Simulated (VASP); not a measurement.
# C (Fd-3m) in VASP: Born charges and dielectric tensor with LDA

Aim: the Born charges and dielectric tensor of C with LDA.

Everything below comes from runs of VASP 6.6.1. Logs are shortened: lines on timing, memory, paths and dates and some standing lists are left out, and cuts for length are marked.

## (1) The crystal as given

It takes space group Fd-3m (No. 227, cubic). The conventional cell has a = 3.534 Å, b = 3.534 Å, c = 3.534 Å, α = 90.00°, β = 90.00°, γ = 90.00°. C (site symmetry -43m) is surrounded by 4 C at 1.53 Å.

This isn't the form of C at room conditions, which is graphite.

## (2) Born charges and dielectric tensor, LDA

INCAR reads:

```
SYSTEM = C
ALGO     = Normal         ! electronic algorithm
EDIFF    = 1E-8           ! SCF threshold, eV
ENCUT    = 600            ! plane-wave cutoff, eV
GGA      = CA             ! functional
IBRION   = 8              ! ionic algorithm
ISIF     = 2              ! what is computed and relaxed
ISMEAR   = 0              ! smearing method
LASPH    = .TRUE.         ! aspherical terms in the spheres
LCHARG   = .FALSE.        ! write CHGCAR
LEPSILON = .TRUE.         ! dielectric tensor by DFPT
LREAL    = .FALSE.        ! projectors in reciprocal space
LWAVE    = .FALSE.        ! write WAVECAR
NELM     = 80             ! most SCF steps
NSW      = 1              ! ionic steps
PREC     = Accurate       ! precision mode
SIGMA    = 0.02           ! smearing width, eV
```

KPOINTS reads:

```
k-points
0
G
  4 4 4
  0 0 0
```

POSCAR reads:

```
C
1.0
    0.0000000000      1.7669600000      1.7669600000
    1.7669600000      0.0000000000      1.7669600000
    1.7669600000      1.7669600000      0.0000000000
C
2
Direct
    0.5000000000      0.5000000000      0.5000000000
    0.7500000000      0.7500000000      0.7500000000
```

Potentials or basis: VASP PAW LDA potentials, release 64 (C).

Command:

```sh
cat potpaw_LDA.64/C/POTCAR > POTCAR
mpirun -np 1 vasp_std > vasp.out
```

OUTCAR:

```text
SYSTEM = C
   EDIFF = 1E-8
   ENCUT = 600
   GGA = CA
   IBRION = 8
   ISIF = 2
   ISMEAR = 0
   LASPH = .TRUE.
   LEPSILON = .TRUE.
   LREAL = .FALSE.
   NELM = 80
   NSW = 1
   PREC = Accurate

 ion  position               nearest neighbor table
   1  0.500  0.500  0.500-   2 1.53   2 1.53   2 1.53   2 1.53
   2  0.750  0.750  0.750-   1 1.53   1 1.53   1 1.53   1 1.53

  LATTYP: Found a face centered cubic cell.
 ALAT       =     3.5339200000

  Lattice vectors:

 A1 = (   0.0000000000,   1.7669600000,   1.7669600000)
 A2 = (   1.7669600000,   0.0000000000,   1.7669600000)
 A3 = (   1.7669600000,   1.7669600000,   0.0000000000)

Analysis of symmetry for initial positions (statically):
=====================================================================
 Subroutine PRICEL returns:
 Original cell was already a primitive cell.

 Routine SETGRP: Setting up the symmetry group for a
 face centered cubic supercell.

 Subroutine GETGRP returns: Found 48 space group operations
 (whereof 24 operations were pure point group operations)
 out of a pool of 48 trial point group operations.

The static configuration has the point symmetry T_d .
 The point group associated with its full space group is O_h .

Analysis of symmetry for dynamics (positions and initial velocities):
=====================================================================
 Subroutine PRICEL returns:
 Original cell was already a primitive cell.

 Routine SETGRP: Setting up the symmetry group for a
 face centered cubic supercell.

 Subroutine GETGRP returns: Found 48 space group operations
 (whereof 24 operations were pure point group operations)
 out of a pool of 48 trial point group operations.

The dynamic configuration has the point symmetry T_d .
 The point group associated with its full space group is O_h .

 Subroutine INISYM returns: Found 48 space group operations
 (whereof 24 operations are pure point group operations),
 and found     1 'primitive' translations

----------------------------------------------------------------------------------------

                                     Primitive cell

  volume of cell :      11.0334

  direct lattice vectors                    reciprocal lattice vectors
     0.000000000  1.766960000  1.766960000    -0.282971884  0.282971884  0.282971884
     1.766960000  0.000000000  1.766960000     0.282971884 -0.282971884  0.282971884
     1.766960000  1.766960000  0.000000000     0.282971884  0.282971884 -0.282971884

  length of vectors
     2.498858796  2.498858796  2.498858796     0.490121680  0.490121680  0.490121680

  position of ions in fractional coordinates (direct lattice)
     0.500000000  0.500000000  0.500000000
     0.750000000  0.750000000  0.750000000

  ion indices of the primitive-cell ions
   primitive index   ion index
                 1           1
                 2           2

----------------------------------------------------------------------------------------

 KPOINTS: k-points

Automatic generation of k-mesh.
 Grid dimensions read from file:
 generate k-points for:    4    4    4

 Generating k-lattice:

  Cartesian coordinates                     Fractional coordinates (reciprocal lattice)
    -0.070742971  0.070742971  0.070742971     0.250000000  0.000000000  0.000000000
     0.070742971 -0.070742971  0.070742971     0.000000000  0.250000000  0.000000000
     0.070742971  0.070742971 -0.070742971     0.000000000  0.000000000  0.250000000

  Length of vectors
     0.122530420  0.122530420  0.122530420
[... 213 lines left out ...]
  ---------------------------------------------------
  free energy    TOTEN  =        -0.20238227 eV

  energy without entropy =       -0.20238227

------------------------ aborting loop because EDIFF is reached ----------------------------------------

--------------------------------------- Ionic step        2  -------------------------------------------

------------------------ aborting loop because EDIFF is reached ----------------------------------------

--------------------------------------- Ionic step        3  -------------------------------------------

------------------------ aborting loop because EDIFF is reached ----------------------------------------

 PIEZOELECTRIC TENSOR FIELD DIRECTION 3  (e Angst)
 -----------------------------------------------------------------------------
     0.00063  0.00000  0.00000           ( -0.00000  0.00000  0.00000)
     0.00000  0.00063  0.00000           (  0.00000 -0.00000  0.00000)
     0.00000  0.00000 -0.00145           (  0.00000  0.00000 -0.00000)

 PIEZOELECTRIC TENSOR FIELD DIRECTION 3  (C/m^2)
 -----------------------------------------------------------------------------
     0.00092  0.00000  0.00000
     0.00000  0.00092  0.00000
     0.00000  0.00000 -0.00210

--------------------------------------- Ionic step        4  -------------------------------------------

 Free energy of the ion-electron system (eV)
  ---------------------------------------------------
  ---------------------------------------------------
  free energy    TOTEN  =        -0.11196149 eV

  energy without entropy =       -0.11196149

------------------------ aborting loop because EDIFF is reached ----------------------------------------

 INTERNAL STRAIN TENSOR  FOR ION    1  DIRECTION 1   (eV/Angst):
 -----------------------------------------------------------------------------
     0.06461 -0.00000  0.00000
    -0.00000 -0.03172  4.05725
     0.00000  4.05725 -0.03172

 MACROSCOPIC STATIC DIELECTRIC TENSOR (including local field effects in DFT)
 ------------------------------------------------------
           7.298756    -0.000000    -0.000000
          -0.000000     7.298756     0.000000
          -0.000000    -0.000000     7.298756
 ------------------------------------------------------

 PIEZOELECTRIC TENSOR (including local field effects)  for field in x, y, z        (e  Angst)
          XX          YY          ZZ          XY          YZ          ZX
  --------------------------------------------------------------------------------
  x     0.00000    -0.00000     0.00000     0.00000    -0.00000    -0.00000
  y     0.00000     0.00000    -0.00000    -0.00000     0.00000    -0.00000
  z     0.00000     0.00000     0.00000     0.00000    -0.00000     0.00000

 PIEZOELECTRIC TENSOR (including local field effects)  for field in x, y, z        (C/m^2)
          XX          YY          ZZ          XY          YZ          ZX
  --------------------------------------------------------------------------------
  x     0.00000    -0.00000     0.00000     0.00000    -0.00000    -0.00000
  y     0.00000     0.00000    -0.00000    -0.00000     0.00000    -0.00000
  z     0.00000     0.00000     0.00000     0.00000    -0.00000     0.00000

 BORN EFFECTIVE CHARGES (including local field effects) (in |e|, cummulative output)
 ---------------------------------------------------------------------------------
 ion    1
    1    -0.00000     0.00000     0.00000
    2     0.00000     0.00000     0.00000
    3     0.00000    -0.00000     0.00000
 ion    2
    1     0.00000     0.00000    -0.00000
    2     0.00000    -0.00000     0.00000
    3     0.00000     0.00000    -0.00000

 INTERNAL STRAIN TENSOR FOR ION    2 for displacements in x,y,z  (eV/Angst):
          X           Y           Z          XY          YZ          ZX
  --------------------------------------------------------------------------------
  x    -0.00000     0.00000     0.00000     0.00000    -4.05725    -0.00000
  y     0.00000    -0.00000     0.00000     0.00000     0.00000    -4.05725
  z     0.00000     0.00000    -0.00000    -4.05725    -0.00000     0.00000

 SECOND DERIVATIVES (NOT SYMMETRIZED)
 ------------------------------------
               1X          1Y          1Z          2X          2Y          2Z
  1X   -40.327828    0.000000    0.000000   40.327828    0.000000    0.000000
  1Y     0.000000  -40.327828    0.000000    0.000000   40.327828    0.000000
  1Z     0.000000    0.000000  -40.327828    0.000000    0.000000   40.327828
  2X    40.327828    0.000000    0.000000  -40.327828    0.000000    0.000000
  2Y     0.000000   40.327828    0.000000    0.000000  -40.327828    0.000000
  2Z     0.000000    0.000000   40.327828    0.000000    0.000000  -40.327828

 Eigenvectors and eigenvalues of the dynamical matrix
 ----------------------------------------------------

   1 f  =   40.511522 THz   254.541399 2PiTHz 1351.318913 cm-1   167.542117 meV
             X         Y         Z           dx          dy          dz
      1.766960  1.766960  1.766960     0.000000   -0.707107    0.000000
      2.650440  2.650440  2.650440     0.000000    0.707107    0.000000
[... 21 lines left out ...]
   6 f  =    0.000000 THz     0.000000 2PiTHz    0.000000 cm-1     0.000000 meV
             X         Y         Z           dx          dy          dz
      1.766960  1.766960  1.766960     0.000000    0.000000    0.707107
      2.650440  2.650440  2.650440     0.000000    0.000000    0.707107

--------------------------------------------------------------------------------------------------------

 MACROSCOPIC STATIC DIELECTRIC TENSOR IONIC CONTRIBUTION
 ------------------------------------------------------
           0.000000    -0.000000     0.000000
          -0.000000     0.000000    -0.000000
           0.000000    -0.000000     0.000000
 ------------------------------------------------------

 ELASTIC MODULI CONTR FROM IONIC RELAXATION (kBar)
 Direction    XX          YY          ZZ          XY          YZ          ZX
 --------------------------------------------------------------------------------
 XX          -0.0000      0.0000      0.0000      0.0000     -0.0000     -0.0000
 YY           0.0000     -0.0000      0.0000      0.0000      0.0000     -0.0000
 ZZ           0.0000      0.0000     -0.0000     -0.0000     -0.0000      0.0000
 XY           0.0000      0.0000     -0.0000    -59.2733     -0.0000      0.0000
 YZ          -0.0000      0.0000     -0.0000     -0.0000    -59.2733      0.0000
 ZX          -0.0000     -0.0000      0.0000      0.0000      0.0000    -59.2733
 --------------------------------------------------------------------------------

 PIEZOELECTRIC TENSOR IONIC CONTR  for field in x, y, z        (C/m^2)
          XX          YY          ZZ          XY          YZ          ZX
  --------------------------------------------------------------------------------
  x    -0.00000    -0.00000     0.00000     0.00000    -0.00000    -0.00000
  y     0.00000     0.00000    -0.00000    -0.00000    -0.00000     0.00000
  z     0.00000    -0.00000     0.00000     0.00000     0.00000    -0.00000
```

Run time: 7.5 s. Hardware: 1 thread of Intel Xeon Platinum 8488C (Sapphire Rapids), shared host; peak memory 0.11 GiB.

Results:

| Quantity | Value |
| --- | --- |
| Band gap on the k mesh | 4.47 eV, indirect (least direct gap 5.61 eV) |
| Electronic dielectric tensor (diagonal) | 7.30 |
| Born charges (mean of the diagonal) | C +0.00 e |
| Highest phonon frequency at Γ | 1351 cm⁻¹ |

Levels at points of the mesh, in eV from the valence-band top:
| k point | band 1 | band 2 | band 3 | band 4 | band 5 | band 6 | band 7 | band 8 |
| --- | --- | --- | --- | --- | --- | --- | --- | --- |
| (0.00, 0.00, 0.00) | -21.71 | 0.00 | 0.00 | 0.00 | 5.61 | 5.61 | 5.61 | 14.19 |
| (0.50, 0.00, 0.00) | -15.70 | -13.69 | -2.86 | -2.86 | 8.49 | 8.49 | 9.39 | 15.64 |
| (0.50, 0.50, 0.00) | -12.82 | -12.82 | -6.47 | -6.47 | 4.75 | 4.75 | 17.05 | 17.05 |

Phonon frequencies in cm⁻¹ (negative: imaginary):
```
              q point           frequencies
(0.000, 0.000, 0.000)  0 0 0 1351 1351 1351
```

Electronic dielectric tensor:
```
7.30 0.00 0.00
0.00 7.30 0.00
0.00 0.00 7.30
```

Born effective charge tensors (e):
atom 1, C
```
0.00 0.00 0.00
0.00 0.00 0.00
0.00 0.00 0.00
```
atom 2, C
```
0.00 0.00 0.00
0.00 0.00 0.00
0.00 0.00 0.00
```

Caveat: the k mesh is coarse (spacing up to 0.77 Å⁻¹), so the values aren't converged. LDA gaps usually lie below the measured ones, often by a third to a half.
